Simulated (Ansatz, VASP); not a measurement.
## Ge in VASP and in Ansatz

File INCAR:

```
SYSTEM = Ge
PREC = Accurate
ENCUT = 520
EDIFF = 1E-7
ISMEAR = 0
SIGMA = 0.15
LREAL = .False.
LASPH = .True.
NELM = 100
ALGO = Fast
ISIF = 2
LWAVE = .False.
LCHARG = .False.
GGA = PE
IVDW = 12
NBANDS = 21
```

File KPOINTS:

```
regular mesh
0
Gamma
  20 20 12
  0 0 0
```

POSCAR

```
Ge
1.0
    1.4880529250     -2.5946896100      0.0000000000
    1.4880529250      2.5946896100      0.0000000000
    0.0000000000      0.0000000000      4.7275957900
Ge
2
Direct
    0.6665533700      0.3334466300      0.2500000000
    0.3334466300      0.6665533700      0.7500000000
```

Input for Ansatz:

```yaml
crystal:
  lattice:
    - [1.488052925, -2.59468961, 0.0]
    - [1.488052925, 2.59468961, 0.0]
    - [0.0, 0.0, 4.72759579]
  atoms:
    - { symbol: Ge, position: [0.66655337, 0.33344663, 0.25] }
    - { symbol: Ge, position: [0.33344663, 0.66655337, 0.75] }
basis:
  ecutwfc: 420
kpoints:
  mp_grid: { grid: [20, 20, 12] }
hamiltonian:
  xc: pbe
  dispersion: d3bj
scf:
  occupations: { method: gaussian, width: 0.15 }
output:
  forces: true
  stress: true
  eigenvalues: true
```

This isn't the form of Ge at room conditions, which is diamond.

Alike in both runs: task single point; functional PBE; dispersion D3(BJ); k mesh 20 × 20 × 12; occupations gaussian, width 0.15 eV; no spin polarisation.

|  | VASP | Ansatz |
| --- | --- | --- |
| version | VASP 6.6.1 | Ansatz 0.2.0 |
| potentials or method | VASP PAW PBE potentials, release 64 (Ge_d) | scalar-relativistic, plane waves, PAW |
| plane-wave cutoff (eV) | 520 | 420 |
| valence electrons in the cell | 28 | 28 |

```tsv
	VASP	Ansatz	Ansatz less VASP
gap on the k mesh at the Fermi level (eV)	none	none	-
pressure (GPa)	1.1	0.9	-0.23
largest component of the traceless stress (GPa)	1.39	1.39	-0.001
```

A gap of «none» marks a metal or a gap that the smearing closes. With one functional, cell and mesh, what is left measures potentials, basis and numerics.

Caveats: pairwise dispersion overbinds metals, which lowers pressure and volume.
